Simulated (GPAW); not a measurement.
Crystal: TaS2.

```
Ta S
1.0
     3.35000    0.00000    0.00000
    -1.67500    2.90119    0.00000
     0.00000    0.00000    5.86000
Ta S
1 2
Direct
  0.00000 0.00000 0.00000
  0.66667 0.33333 0.75000
  0.33333 0.66667 0.25000
```

Base run:

- Program: GPAW 26.7.0
- Functional: PBEsol
- Potentials or basis: PAW data sets generated in the run's folder for this functional
- Cutoff: 600 eV
- Basis: pw
- k mesh: 9 × 9 × 5
- Occupations: gaussian, width 0.05 eV
- Spin: no spin polarisation

Its results: band gap on the k mesh none (metal or under the smearing width); pressure 4.7 GPa; largest force 1.042 eV/Å.

Question: The run is repeated on the same cell with these changes: functional from PBEsol to LDA; potentials or basis from PAW data sets generated in the run's folder for this functional to the program's PAW data sets (release 1.2.1) made for this functional. What comes out?

Answer: Band gap on the k mesh none (metal or under the smearing width); pressure 1.3 GPa; largest force 0.769 eV/Å.

Caveats: this functional lacks dispersion, which binds the layers, so the pressure and a relaxed spacing across them are unreliable (some runs); forces of over 1 eV/Å show positions far from the minimum, so gaps and moduli don't describe the material at rest (some runs).
